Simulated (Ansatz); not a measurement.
# BaTe (Pm-3m), two-dimensional strain map

Theory: Ansatz, DFT PBEsol, scalar-relativistic, plane waves, PAW. Cutoff 420 eV, Γ-centred 6×6×6 k-points, Gaussian smearing of 0.05 eV. No spin polarisation. Energies are free energies at this smearing, counted from the undisturbed cell; pressure is positive in compression.

The undisturbed cell (as given, not relaxed at this level; it stands at -2.2 GPa; this CsCl-type form isn't the usual structure):

```yaml
crystal:
  lattice:
    - [4.26247, 0.00000, 0.00000]
    - [0.00000, 4.26247, 0.00000]
    - [0.00000, 0.00000, 4.26247]
  atoms:
    - { symbol: Ba, position: [0.00000, 0.00000, 0.00000] }
    - { symbol: Te, position: [0.50000, 0.50000, 0.50000] }
```

The cell is strained by p along both x and y and by q along z, fractional coordinates fixed. Points are written (p, q).

Energy above the undisturbed cell in meV/atom (a dash: not computed):

```
 p \ q  -0.080  -0.040  0.000  0.040  0.080
-0.080       ?    74.6   58.4   76.4  123.4
-0.040    29.2    -8.4   -9.7   19.9   75.8
 0.000    21.4    -6.3    0.0   34.7   93.4
 0.040    85.0    61.7   70.4  105.8      ?
 0.080       ?   179.6  187.0      ?  274.5
```

(1) Fill in the withheld energies.

Answers

(1) (-0.080, -0.080): 130.5; (0.040, 0.080): 163.7; (0.080, -0.080): 200.8; (0.080, 0.040): 220.1.